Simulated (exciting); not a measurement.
BN: band structure with revPBE

**What was measured.**

A printed reference work, monograph reports, for a bulk crystal of BN at 300 K: band gap 6.4 eV (indirect).

Crystal: BN.

```
CELL_PARAMETERS angstrom
0.00000 1.81300 1.81300
1.81300 0.00000 1.81300
1.81300 1.81300 0.00000
ATOMIC_POSITIONS crystal
N 0.25000 0.25000 0.25000
B 0.00000 0.00000 0.00000
```

The cell is a database's computed one.

```json
{
  "Program": "exciting (release sodium)",
  "Task": "band structure",
  "Functional": "revPBE",
  "Potentials or basis": "all-electron LAPW+lo, shipped species files, valence relativity iora*",
  "rgkmax": "7.5",
  "k mesh": "13 × 13 × 13",
  "Occupations": "fermi-dirac, width 0.05 eV",
  "Spin": "no spin polarisation",
  "outputlevel": "high",
  "gmaxvr (cutoff of density and potential)": "15 1/bohr",
  "lmaxapw (and lmaxmat)": "10",
  "lmaxvr": "8",
  "nempty": "10",
  "Valence relativity": "iora*",
  "epsengy": "1e-05 Ha",
  "epspot": "1e-05 Ha",
  "maxscl": "60",
  "Muffin-tin radii": "N 1.38, B 1.38 bohr"
}
```

```yaml
Band_gap_on_the_k_mesh: 4.56 eV, indirect (least direct gap 8.83 eV)
Band_gap_along_the_path: 4.49 eV, indirect (least direct gap 8.83 eV)
All_electrons_inside_the_program's_atomic_spheres: N 5.40; B 3.12 (radii N 1.38, B 1.38 bohr)
```

Levels at the corners of the path, in eV from the valence-band top:
```tsv
point	band 1	band 2	band 3	band 4	band 5	band 6	band 7	band 8
Γ	-20.18	0.00	0.00	0.00	8.83	8.83	8.83	10.21
X	-14.66	-8.87	-4.86	-4.86	4.49	9.21	17.91	17.91
W	-14.37	-7.57	-6.89	-6.43	9.61	13.26	14.54	14.55
K	-14.59	-8.10	-7.58	-4.04	6.92	12.83	15.81	16.64
Γ	-20.18	0.00	0.00	0.00	8.83	8.83	8.83	10.21
L	-16.02	-10.61	-1.92	-1.92	10.03	10.71	10.71	15.27
U	-14.59	-8.10	-7.58	-4.04	6.92	12.83	15.81	16.64
W	-14.37	-7.57	-6.89	-6.43	9.61	13.26	14.54	14.55
L	-16.02	-10.61	-1.92	-1.92	10.03	10.71	10.71	15.27
K	-14.59	-8.10	-7.58	-4.04	6.92	12.83	15.81	16.64
U	-14.59	-8.10	-7.58	-4.04	6.92	12.83	15.81	16.64
X	-14.66	-8.87	-4.86	-4.86	4.49	9.21	17.91	17.91
```

It took 2.2 min on 1 thread of Arm Neoverse V2 (shared host), peak memory 0.12 GiB.

Measured gap of BN: 6.4 eV (indirect; 300 K; a printed reference work, monograph). This calculation gives 4.49 eV (-1.91 eV). The value is that of revPBE, without temperature or zero-point motion. Semilocal functionals fall short of measured gaps as a rule. The cell is a database's relaxed one, not the measured one, which moves gaps too.
